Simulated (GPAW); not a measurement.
A run of GPAW 26.7.0:

The input run.py:

```python
from ase import Atoms
from ase.filters import FrechetCellFilter
from ase.io import write
from ase.optimize import BFGS
from gpaw import GPAW, PW, setup_paths

setup_paths.insert(0, '.')

atoms = Atoms(['Cu'],
              cell=[[0.0, 1.8075, 1.8075],
                    [1.8075, 0.0, 1.8075],
                    [1.8075, 1.8075, 0.0]],
              scaled_positions=[[0.0, 0.0, 0.0]],
              pbc=True)

calc = GPAW(mode=PW(600),
            xc='PBEsol',
            kpts={'size': (13, 13, 13), 'gamma': True},
            occupations={'name': 'fermi-dirac', 'width': 0.05},
            nbands=14,
            convergence={'density': 1e-05, 'forces': 0.0001},
            maxiter=150,
            txt='gpaw.txt')
atoms.calc = calc
opt = BFGS(FrechetCellFilter(atoms), trajectory='relax.traj', logfile='-')
done = opt.run(fmax=0.02, steps=40)
calc.write('gs.gpw')
write('result.traj', atoms)
print('Converged:', done)
print('Cell:', atoms.cell.cellpar().round(4))
print('Volume:', round(atoms.get_volume(), 4))
print(atoms.get_scaled_positions().round(5))
```

Potentials or basis: PAW data sets generated in the run's folder for this functional, pw.

The run is started by

```sh
$ gpaw-setup -f PBEsol Cu
$ OMP_NUM_THREADS=1 python run.py
```

Hardware: 1 thread of Arm Neoverse V1 (shared host).

Problem. Estimate the wall time of this run.

Solution. It took 33 s on 1 thread of Arm Neoverse V1 (shared host), peak memory 0.18 GiB. Counts: scf iterations 29, plane waves 411, bands 14, k points 84, ion steps 3.
